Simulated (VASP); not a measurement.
# TiCo (Pm-3m) in VASP: convergence with SIGMA

Aim: find how far SIGMA must go before the results for TiCo settle, at PBE. This setting moves, with any that are tied to it; all else stays.

Program: VASP 6.6.1. These are calculated values, not measurements. Logs are shortened: lines on timing, memory, paths and dates and some standing lists are left out, and cuts for length are marked.

### Step 1. The structure

It takes space group Pm-3m (No. 221, cubic). Conventional cell: a = 2.986 Å, b = 2.986 Å, c = 2.986 Å, α = 90.00°, β = 90.00°, γ = 90.00°. Co (site symmetry m-3m) is surrounded by 8 Ti at 2.59 Å. Ti (site symmetry m-3m) has 8 Co at 2.59 Å as nearest neighbours.

The cell comes from a database or a generator and needn't be the stable form of this composition.

### Step 2. With SIGMA 0.3 eV

File INCAR:

```
SYSTEM = TiCo
PREC = Accurate ; ENCUT = 500
EDIFF = 1E-6 ; ISMEAR = 0
SIGMA = 0.3 ; LREAL = .False.
LASPH = .True. ; NELM = 150
ALGO = Fast ; ISIF = 2
LWAVE = .False. ; LCHARG = .False.
ISPIN = 2 ; MAGMOM = 2 1
LORBIT = 11 ; LMAXMIX = 4
GGA = PE
```

File KPOINTS:

```
regular mesh
0
Gamma
  9 9 9
  0 0 0
```

File POSCAR:

```
TiCo
1.0
    2.9861109900      0.0000000000      0.0000000000
    0.0000000000      2.9861109900      0.0000000000
    0.0000000000      0.0000000000      2.9861109900
Co Ti
1 1
Direct
    0.5000000000      0.5000000000      0.5000000000
    0.0000000000      0.0000000000      0.0000000000
```

Potentials or basis: VASP PAW PBE potentials, release 64 (Co, Ti).

Run with:

```console
$ cat potpaw_PBE.64/Co/POTCAR potpaw_PBE.64/Ti/POTCAR > POTCAR
$ mpirun -np 1 vasp_std > vasp.out
```

OUTCAR:

```text
SYSTEM = TiCo
   PREC = Accurate
   ENCUT = 500
   EDIFF = 1E-6
   ISMEAR = 0
   LREAL = .False.
   LASPH = .True.
   NELM = 150
   ISIF = 2
   ISPIN = 2
   LORBIT = 11
   GGA = PE

 Found     35 irreducible k-points:

 Following reciprocal coordinates:
            Coordinates               Weight
  0.000000  0.000000  0.000000      1.000000
  0.111111  0.000000  0.000000      6.000000
  0.222222  0.000000  0.000000      6.000000
  0.333333  0.000000  0.000000      6.000000
  0.444444  0.000000  0.000000      6.000000
  0.111111  0.111111  0.000000     12.000000
   k-points           NKPTS =     35   k-points in BZ     NKDIM =     35   number of bands    NBANDS=     12
   number of dos      NEDOS =    301   number of ions     NIONS =      2
   total plane-waves  NPLWV =  13824
   dimension x,y,z NGX =    24 NGY =   24 NGZ =   24
   dimension x,y,z NGXF=    48 NGYF=   48 NGZF=   48
   ions per type =               1   1
   NGX,Y,Z   is equivalent  to a cutoff of  13.36, 13.36, 13.36 a.u.
   NGXF,Y,Z  is equivalent  to a cutoff of  26.72, 26.72, 26.72 a.u.
 SYSTEM =  TiCo
   PREC   = accura    normal or accurate (medium, high low for compatibility)
   ISTART =      0    job   : 0-new  1-cont  2-samecut
   ICHARG =      2    charge: 1-file 2-atom 10-const
   ISPIN  =      2    spin polarized calculation?
   LNONCOLLINEAR =      F non collinear calculations
   LSORBIT =      F    spin-orbit coupling
   LASPH  =      T    aspherical Exc in radial PAW
   ENCUT  =  500.0 eV  36.75 Ry    6.06 a.u.   5.44  5.44  5.44*2*pi/ulx,y,z
   NELM   =    150;   NELMIN=  2; NELMDL= -5     # of ELM steps
   EDIFF  = 0.1E-05   stopping-criterion for ELM
   LREAL  =      F    real-space projection
   EDIFFG = 0.1E-04   stopping-criterion for IOM
   NSW    =      0    number of steps for IOM
   IBRION =     -1    ionic relax: 0-MD 1-quasi-New 2-CG
   NFREE  =      0    steps in history (QN), initial steepest desc. (CG)
   ISIF   =      2    stress and relaxation
   ISYM   =      2    0-nonsym 1-usesym 2-fastsym
   POTIM  = 0.5000    time-step for ionic-motion
   TEBEG  =    0.0;   TEEND  =   0.0 temperature during run
   PSTRESS=    0.0 pullay stress
   NELECT =      13.0000    total number of electrons
   NUPDOWN=      -1.0000    fix difference up-down
   EMIN   =  10.00;   EMAX   =-10.00  energy-range for DOS
   EFERMI =   0.00;   METHOD = LEGACY
   ISMEAR =     0;   SIGMA  =   0.30  broadening in eV -4-tet -1-fermi 0-gaus
   EFERMI_NEDOS =   21; number of points for ismear=-14 and -15
   IALGO  =     68    algorithm
   IMIX   =      4    mixing-type and parameters
     AMIX     =   0.40;   BMIX     =  1.00
     AMIX_MAG =   1.60;   BMIX_MAG =  1.00
  volume/ion in A,a.u.               =      13.31        89.84
  Fermi-wavevector in a.u.,A,eV,Ry     =   1.289090  2.436027 22.609533  1.661754
  Thomas-Fermi vector in A             =   2.421004
   LORBIT       =     11    0 simple, 1 ext, 2 COOP (PROOUT), +10 PAW based schemes
   GGA     = PE    functional components
   LHFCALC =     F    Hartree Fock is set to
   AEXX    =    0.0000 exact exchange contribution
   IVDW    =     0    specifies the selected vdW correction
   LEPSILON=     F    determine dielectric tensor
   LRPA    =     F    only Hartree local field effects (RPA)
 spin polarized calculation
 RMM-DIIS sequential band-by-band and
 Gauss-broadening in eV      SIGMA  =   0.30
  energy-cutoff  :      500.00
  volume of cell :       26.63
 maximum number of plane-waves:       691
 NGX is ok and might be reduce to    24
   NGX = 11   NGY = 11   NGZ = 11

 number of electron      12.9999991 magnetization       0.7339839

 Free energy of the ion-electron system (eV)
  ---------------------------------------------------
  ext. energy  EPLUGINS =         0.00000000
  ---------------------------------------------------
  free energy    TOTEN  =       -15.61727948 eV

  energy without entropy =      -15.52764821  energy(sigma->0) =      -15.57246384

 E-fermi :   6.4607     XC(G=0): -12.2975

 val. band max:        6.4405724146   @ k =   0.4444   0.3333   0.2222
 cond. band min:       6.4637020864   @ k =   0.4444   0.4444   0.1111
 fundamental gap:      0.0231296718
 Fermi energy:         6.4607360912

 spin component 1

 k-point     1 :       0.0000    0.0000    0.0000
  band No.  band energies     occupation
      1      -1.1299      1.00000
      2       2.3930      1.00000
      3       2.3930      1.00000
      4       4.6792      1.00000
      5       4.6792      1.00000
      6       4.6792      1.00000
      7       6.9867      0.00658
      8       6.9867      0.00658
      9       9.1156      0.00000
     10       9.1156      0.00000
     11       9.1156      0.00000
     12      15.0835      0.00000
[... 61 lines left out ...]
 k-point     6 :       0.1111    0.1111    0.0000
  band No.  band energies     occupation
      1      -0.6526      1.00000
      2       2.5790      1.00000
      3       2.6060      1.00000
      4       4.5815      1.00000
      5       4.6339      1.00000
      6       4.7995      1.00000
      7       6.8772      0.02481
      8       7.0044      0.00519
      9       8.4986      0.00000
     10       8.5416      0.00000
     11       9.0724      0.00000
     12      14.2646      0.00000

 [... further k-points ...]

 spin component 2

 k-point     1 :       0.0000    0.0000    0.0000
  band No.  band energies     occupation
      1      -1.1521      1.00000
      2       2.9718      1.00000
      3       2.9719      1.00000
      4       5.1681      1.00000
      5       5.1681      1.00000
      6       5.1682      1.00000
      7       7.4730      0.00000
      8       7.4731      0.00000
      9       9.1850      0.00000
     10       9.1850      0.00000
     11       9.1850      0.00000
     12      15.0917      0.00000
[... 61 lines left out ...]
 k-point     6 :       0.1111    0.1111    0.0000
  band No.  band energies     occupation
      1      -0.6736      1.00000
      2       3.1849      1.00000
      3       3.2005      1.00000
      4       5.0566      1.00000
      5       5.1259      1.00000
      6       5.3176      1.00000
      7       7.3260      0.00002
      8       7.4856      0.00000
      9       8.5496      0.00000
     10       8.5678      0.00000
     11       9.1526      0.00000
     12      14.3018      0.00000

 [... further k-points ...]

------------------------ aborting loop because EDIFF is reached ----------------------------------------

  FORCE on cell =-STRESS in cart. coord.  units (eV):
  Direction    XX          YY          ZZ          XY          YZ          ZX
  --------------------------------------------------------------------------------------
  -------------------------------------------------------------------------------------
  Total       -0.3378571     -0.3378571     -0.3378571     -0.0000000      0.0000000     -0.0000000
  in kB      -20.3294606    -20.3294606    -20.3294606     -0.0000000      0.0000000     -0.0000000
  external PRESSURE =     -20.3294606 kB  Pullay stress =       0.0000000 kB

 VOLUME and BASIS-vectors are now :
 -----------------------------------------------------------------------------
  energy-cutoff  :      500.00
  volume of cell :       26.63
      direct lattice vectors                 reciprocal lattice vectors
     2.986110990  0.000000000  0.000000000     0.334883735  0.000000000  0.000000000
     0.000000000  2.986110990  0.000000000     0.000000000  0.334883735  0.000000000
     0.000000000  0.000000000  2.986110990     0.000000000  0.000000000  0.334883735

 POSITION                                       TOTAL-FORCE (eV/Angst)
 -----------------------------------------------------------------------------------
      1.49306      1.49306      1.49306         0.000000      0.000000      0.000000
      0.00000      0.00000      0.00000         0.000000      0.000000      0.000000
 -----------------------------------------------------------------------------------
    total drift:                                0.000000      0.000000     -0.000000

  FREE ENERGIE OF THE ION-ELECTRON SYSTEM (eV)
  ---------------------------------------------------
  free  energy   TOTEN  =       -15.6172794785 eV

  energy  without entropy=      -15.5276482073  energy(sigma->0) =      -15.57246384

 total charge

# of ion       s       p       d       tot
------------------------------------------
    1        0.522   0.447   7.307   8.275
    2        0.556   0.755   2.421   3.732
--------------------------------------------------
tot          1.078   1.202   9.727  12.007

 magnetization (x)

# of ion       s       p       d       tot
------------------------------------------
    1        0.024  -0.009   0.817   0.832
    2       -0.006  -0.037  -0.048  -0.090
--------------------------------------------------
tot          0.018  -0.045   0.769   0.742
```

stdout:

```text
POSCAR found type information on POSCAR CoTi
 POSCAR found :  2 types and       2 ions
 scaLAPACK will be used
 LDA part: xc-table for (Slater+PW92), standard interpolation
 POSCAR, INCAR and KPOINTS ok, starting setup
 FFT: planning ... GRIDC
 FFT: planning ... GRID_SOFT
 FFT: planning ... GRID
 WAVECAR not read
 entering main loop
```

Wall time 18 s (1 thread of AMD EPYC 9R45 (Zen 5), shared host); peak memory 0.13 GiB.

What came out:

```yaml
Free_energy: -15.6173 eV
Pressure: -2.0 GPa
Band_gap_on_the_k_mesh: none (metal or under the smearing width)
Net_moment: 0.73 μB per cell
Site_moments: Co +0.83; Ti -0.09 μB
Valence_electrons_inside_the_program's_atomic_spheres: Co 8.28; Ti 3.73
```

### Step 3. With SIGMA 0.2 eV

INCAR: that of step 2 with these lines changed.

```diff
@@ -3,3 +3,3 @@
 EDIFF = 1E-6 ; ISMEAR = 0
-SIGMA = 0.3 ; LREAL = .False.
+SIGMA = 0.2 ; LREAL = .False.
 LASPH = .True. ; NELM = 150
```

KPOINTS is that of step 2.

POSCAR is that of step 2.

Potentials or basis: VASP PAW PBE potentials, release 64 (Co, Ti).

Run with:

```console
$ cat potpaw_PBE.64/Co/POTCAR potpaw_PBE.64/Ti/POTCAR > POTCAR
$ mpirun -np 1 vasp_std > vasp.out
```

It took 16 s on 1 thread of AMD EPYC 9R45 (Zen 5), shared host; peak memory 0.13 GiB.

Results:

```
Free energy                                           : -15.5924 eV
Pressure                                              : -2.1 GPa
Band gap on the k mesh                                : none (metal or under the smearing width)
Net moment                                            : 0.78 μB per cell
Site moments                                          : Co +0.87; Ti -0.08 μB
Valence electrons inside the program's atomic spheres : Co 8.27; Ti 3.73
```

### Step 4. With SIGMA 0.15 eV

INCAR: that of step 3 with these lines changed.

```diff
@@ -3,3 +3,3 @@
 EDIFF = 1E-6 ; ISMEAR = 0
-SIGMA = 0.2 ; LREAL = .False.
+SIGMA = 0.15 ; LREAL = .False.
 LASPH = .True. ; NELM = 150
```

KPOINTS is that of step 3.

POSCAR is that of step 3.

Run with:

```console
$ cat potpaw_PBE.64/Co/POTCAR potpaw_PBE.64/Ti/POTCAR > POTCAR
$ mpirun -np 1 vasp_std > vasp.out
```

Wall time 17 s (1 thread of AMD EPYC 9R45 (Zen 5), shared host); peak memory 0.13 GiB.

Results:

```yaml
Free_energy: -15.5834 eV
Pressure: -1.9 GPa
Band_gap_on_the_k_mesh: none (metal or under the smearing width)
Net_moment: 0.80 μB per cell
Site_moments: Co +0.89; Ti -0.08 μB
Valence_electrons_inside_the_program's_atomic_spheres: Co 8.27; Ti 3.73
```

### Step 5. With SIGMA 0.1 eV

INCAR: that of step 4 with these lines changed.

```diff
@@ -3,3 +3,3 @@
 EDIFF = 1E-6 ; ISMEAR = 0
-SIGMA = 0.15 ; LREAL = .False.
+SIGMA = 0.1 ; LREAL = .False.
 LASPH = .True. ; NELM = 150
```

KPOINTS is that of step 4.

POSCAR is that of step 4.

Run with:

```console
$ cat potpaw_PBE.64/Co/POTCAR potpaw_PBE.64/Ti/POTCAR > POTCAR
$ mpirun -np 1 vasp_std > vasp.out
```

It took 17 s on 1 thread of AMD EPYC 9R45 (Zen 5), shared host; peak memory 0.13 GiB.

Results:

| Property | Result |
| --- | --- |
| Free energy | -15.5767 eV |
| Pressure | -2.0 GPa |
| Band gap on the k mesh | none (metal or under the smearing width) |
| Net moment | 0.81 μB per cell |
| Site moments | Co +0.90; Ti -0.08 μB |
| Valence electrons inside the program's atomic spheres | Co 8.27; Ti 3.73 |

### Step 6. With SIGMA 0.05 eV

INCAR: that of step 5 with these lines changed.

```diff
@@ -3,3 +3,3 @@
 EDIFF = 1E-6 ; ISMEAR = 0
-SIGMA = 0.1 ; LREAL = .False.
+SIGMA = 0.05 ; LREAL = .False.
 LASPH = .True. ; NELM = 150
```

KPOINTS is that of step 5.

POSCAR is that of step 5.

Potentials or basis: VASP PAW PBE potentials, release 64 (Co, Ti).

Run with:

```console
$ cat potpaw_PBE.64/Co/POTCAR potpaw_PBE.64/Ti/POTCAR > POTCAR
$ mpirun -np 1 vasp_std > vasp.out
```

Wall time 16 s (1 thread of AMD EPYC 9R45 (Zen 5), shared host); peak memory 0.13 GiB.

Results:

- Free energy: -15.5728 eV
- Pressure: -2.0 GPa
- Band gap on the k mesh: none (metal or under the smearing width)
- Net moment: 0.83 μB per cell
- Site moments: Co +0.91; Ti -0.08 μB
- Valence electrons inside the program's atomic spheres: Co 8.27; Ti 3.73

### Step 7. With SIGMA 0.02 eV

INCAR: that of step 6 with these lines changed.

```diff
@@ -3,3 +3,3 @@
 EDIFF = 1E-6 ; ISMEAR = 0
-SIGMA = 0.05 ; LREAL = .False.
+SIGMA = 0.02 ; LREAL = .False.
 LASPH = .True. ; NELM = 150
```

KPOINTS is that of step 6.

POSCAR is that of step 6.

Run with:

```console
$ cat potpaw_PBE.64/Co/POTCAR potpaw_PBE.64/Ti/POTCAR > POTCAR
$ mpirun -np 1 vasp_std > vasp.out
```

It took 17 s on 1 thread of AMD EPYC 9R45 (Zen 5), shared host; peak memory 0.13 GiB.

Results:

| Quantity | Value |
| --- | --- |
| Free energy | -15.5718 eV |
| Pressure | -1.8 GPa |
| Band gap on the k mesh | none (metal or under the smearing width) |
| Net moment | 0.83 μB per cell |
| Site moments | Co +0.93; Ti -0.08 μB |
| Valence electrons inside the program's atomic spheres | Co 8.27; Ti 3.73 |

### Step 8. With SIGMA 0.01 eV

INCAR: that of step 7 with these lines changed.

```diff
@@ -3,3 +3,3 @@
 EDIFF = 1E-6 ; ISMEAR = 0
-SIGMA = 0.02 ; LREAL = .False.
+SIGMA = 0.01 ; LREAL = .False.
 LASPH = .True. ; NELM = 150
```

KPOINTS is that of step 7.

POSCAR is that of step 7.

Run with:

```console
$ cat potpaw_PBE.64/Co/POTCAR potpaw_PBE.64/Ti/POTCAR > POTCAR
$ mpirun -np 1 vasp_std > vasp.out
```

Run time: 17 s. Hardware: 1 thread of AMD EPYC 9R45 (Zen 5), shared host; peak memory 0.13 GiB.

The run converged. Its results:

- Free energy: -15.5717 eV
- Pressure: -1.5 GPa
- Band gap on the k mesh: none (metal or under the smearing width)
- Net moment: 0.84 μB per cell
- Site moments: Co +0.93; Ti -0.08 μB
- Valence electrons inside the program's atomic spheres: Co 8.27; Ti 3.73

### Step 9. Summary

| SIGMA | energy less the tightest run, at zero smearing (meV/atom) | pressure (GPa) | largest site moment (μB) | SCF cycles | CPU time (s) | peak memory (GiB) |
| --- | --- | --- | --- | --- | --- | --- |
| 0.3 eV | -0.42 | -2.03 | 0.83 | 19 | 17 | 0.13 |
| 0.2 eV | -0.26 | -2.05 | 0.87 | 18 | 16 | 0.13 |
| 0.15 eV | 0.07 | -1.88 | 0.89 | 19 | 17 | 0.13 |
| 0.1 eV | 0.18 | -2.03 | 0.90 | 19 | 17 | 0.13 |
| 0.05 eV | 0.02 | -2.00 | 0.91 | 18 | 16 | 0.13 |
| 0.02 eV | -0.02 | -1.79 | 0.93 | 19 | 17 | 0.13 |
| 0.01 eV | 0.00 | -1.51 | 0.93 | 19 | 17 | 0.13 |

Against the tightest run, the energy stays within 1 meV/atom from 0.3 eV on; the largest site moment stays within 0.02 μB from 0.05 eV on. Not settled before the last step: the pressure (to 0.1 GPa). Narrower smearing needs a denser k mesh, so at a fixed mesh the narrowest width isn't the most accurate. The tightest run that finished is the yardstick and may itself not be fully converged.
